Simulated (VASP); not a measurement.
Set up this calculation in VASP 6.6.1, as the native input.

| Quantity | Value |
| --- | --- |
| Task | single point |
| Functional | PBE |
| Potentials or basis | VASP PAW PBE potentials, release 64 (Si, N) |
| Cutoff | 520 eV |
| k mesh | 6 × 6 × 5 |
| Occupations | tetrahedron |
| Spin | no spin polarisation |
| Dipole correction | no |
| Further INCAR settings | ALGO = Fast; EDIFF = 1e-06; NBANDS = 14 |

The structure of Si2N lies in POSCAR:

```
Si2N
1.0
    3.3986730000      0.0000000000      0.0000000000
   -1.6993370000      2.9433380000      0.0000000000
    0.0000000000      0.0000000000      3.5885750000
Si N
2 1
Direct
    0.3333000000      0.6667000000      0.5000000000
    0.6666000000      0.3333000000      0.5000000000
    0.0000000000      0.0000000000      0.0000000000
```

The cell was built by a generator and needn't be a form met in nature.

These files were run (other wordings do the same):

INCAR

```
  ALGO = Fast
  EDIFF = 1E-6
  ENCUT = 520
  GGA = PE
  ISIF = 2
  ISMEAR = -5
  LASPH = True
  LCHARG = True
  LELF = True
  LREAL = False
  LVHAR = True
  LWAVE = False
  NBANDS = 14
  NELM = 100
  PREC = Accurate
  SIGMA = 0.1
```

KPOINTS

```
k-points
0
Gamma
  6 6 5
```

Potentials or basis: VASP PAW PBE potentials, release 64 (Si, N).

The run is started by

```console
$ cat potpaw_PBE.64/Si/POTCAR potpaw_PBE.64/N/POTCAR > POTCAR
$ mpirun -np 1 vasp_std > vasp.out
```

Results of the run:

```
Pressure               : 55.3 GPa
Largest force          : 0.055 eV/Å
Band gap on the k mesh : none (metal or under the smearing width)
```

Caveat: a pressure of tens of GPa on the cell as given is suspect, and the run, the potentials or the cell itself is likely at fault; tetrahedron occupations give inexact forces and stress in metals.

Wall time 32 s on 1 thread of Intel(R) Xeon(R) Platinum 8488C (Sapphire Rapids) (shared host), peak memory 0.15 GiB.
